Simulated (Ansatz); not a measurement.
# Cu2H3: the cost of one run

Computed with Ansatz 0.2.0 (DFT PBE, scalar-relativistic, plane waves, PAW, unless a step's input says otherwise).

## (1) The system as given

Symmetry: C2, No. 5, monoclinic system. The conventional cell has a = 4.248 Å, b = 4.142 Å, c = 4.534 Å, α = 90.00°, β = 110.34°, γ = 90.00°. Around Cu (site symmetry 1) lie 5 H at 1.69 to 1.90 Å. H (site symmetry 1) has 3 Cu at 1.69 to 1.90 Å as nearest neighbours. H (site symmetry 2) is surrounded by 4 Cu at 1.73 to 1.77 Å.

Coordinates:

```cif
data_structure
_symmetry_space_group_name_H-M 'C2'
_symmetry_Int_Tables_number 5
_cell_length_a 4.2485
_cell_length_b 4.1423
_cell_length_c 4.5341
_cell_angle_alpha 90.000
_cell_angle_beta 110.335
_cell_angle_gamma 90.000
_cell_volume 74.82
loop_
_atom_site_label
_atom_site_type_symbol
_atom_site_symmetry_multiplicity
_atom_site_Wyckoff_symbol
_atom_site_fract_x
_atom_site_fract_y
_atom_site_fract_z
_atom_site_occupancy
Cu1 Cu 4 c 0.67655 0.52945 0.78208 1
H1 H 4 c 0.68437 0.32922 0.40855 1
H2 H 2 a 0.00000 0.28145 0.00000 1
```

It is the end of an earlier relaxation with the same method, from a database cell with other species swapped in; it is a trial structure. At a tolerance of 0.05 Å it has space group C2 (No. 5); it has 7.48 Å³/atom, an uncorrected energy of +0.27 eV/atom over the elements.

## (2) Static run: bands, density of states and charges

Contents of input.yaml:

```yaml
crystal:
  lattice:
    - [2.124220111, -2.0711473395, -0.007412771]
    - [2.124220111, 2.0711473395, -0.007412771]
    - [-1.560811954, 0.0, 4.2569370378]
  atoms:
    - { symbol: Cu, position: [0.1471044549, 0.2059982588, 0.7820806211] }
    - { symbol: Cu, position: [0.7940017412, 0.8528955451, 0.2179193789] }
    - { symbol: H, position: [0.3551585611, 0.0135887993, 0.4085491408] }
    - { symbol: H, position: [0.9864112007, 0.6448414389, 0.5914508592] }
    - { symbol: H, position: [0.7185479821, 0.2814520179, 0.0] }
basis:
  ecutwfc: 420
kpoints:
  mp_grid: { grid: [14, 14, 10] }
  band_path:
    path:
      - [[0.0, 0.0, 0.0], [0.0, 0.0, 0.5], [-0.43228631, 0.43228631, 0.5]]
      - [[-0.56771369, -0.43228631, 0.5], [-0.5, -0.5, 0.5], [0.0, 0.0, 0.0], [-0.5, 0.5, 0.0]]
      - [[-0.5, 0.0, 0.5], [0.0, 0.0, 0.0], [-0.5, 0.0, 0.0]]
    npoints: 14
hamiltonian:
  xc: pbe
scf:
  occupations: { method: gaussian, width: 0.1 }
  n_extra_bands: 12
output:
  forces: true
  stress: true
  eigenvalues: true
  populations: true
  dos: { projected: true, de: 0.02, nscf_kmesh: { grid: [17, 17, 12] } }
  bader: true
  write_density: true
  write_potential: true
  elf: true
  volumetric_format: npy
```

On the command line:

```bash
$ ansatz run input.yaml --threads 1 --pin off --max-ram 2560MiB --backend cpu --events-out ev --progress --plain --runs-dir out
```

**Question.** How long does this run take on 1 thread of Arm Neoverse V2, shared host, and how much memory does it need?

About 2.9 min, with a peak of 0.91 GiB.
